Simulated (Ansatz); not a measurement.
MnSb: from a first guess to the relaxed rocksalt type

First guess:

```
CELL_PARAMETERS angstrom
0.00000 2.65223 2.65223
2.65223 0.00000 2.65223
2.65223 2.65223 0.00000
ATOMIC_POSITIONS crystal
Mn 0.00000 0.00000 0.00000
Sb 0.50000 0.50000 0.50000
```

All numbers below come from DFT, PBE, PAW with Ansatz's default frozen-core files, scalar-relativistic in Ansatz 0.2.0.

Cell and atoms relax within the symmetry of the start on a 11×11×11 k mesh with 0.03 eV Fermi–Dirac smearing, from parallel moments.

The start is built from a prototype, known or not as a phase of this compound; the cutoff is 420 eV.

Spin–orbit coupling is left out, though it moves levels of the heavy atoms by tenths of an eV or more.

The magnetic state is the one reached from parallel moments; other orders may lie lower.

Problem. What is the pressure of the first guess?

Solution. 12.51 GPa.

Problem. What does it relax to?

Solution. a = 5.572 Å, b = 5.572 Å, c = 5.572 Å, α = 90.00°, β = 90.00°, γ = 90.00° (conventional cell), 21.62 Å³ per atom:
Space group Fm-3m (No. 225). a = 5.572 Å, b = 5.572 Å, c = 5.572 Å, α = 90.00°, β = 90.00°, γ = 90.00°
| atom | site | symmetry | x | y | z |
| --- | --- | --- | --- | --- | --- |
| Mn | 4a | m-3m | 0.0000 | 0.0000 | 0.0000 |
| Sb | 4b | m-3m | 0.5000 | 0.0000 | 0.0000 |

Problem. How much energy does the relaxation release?

Solution. 106 meV/atom.

Problem. What moment does the relaxed primitive cell (2 atoms) carry?

Solution. 3.79 μB.
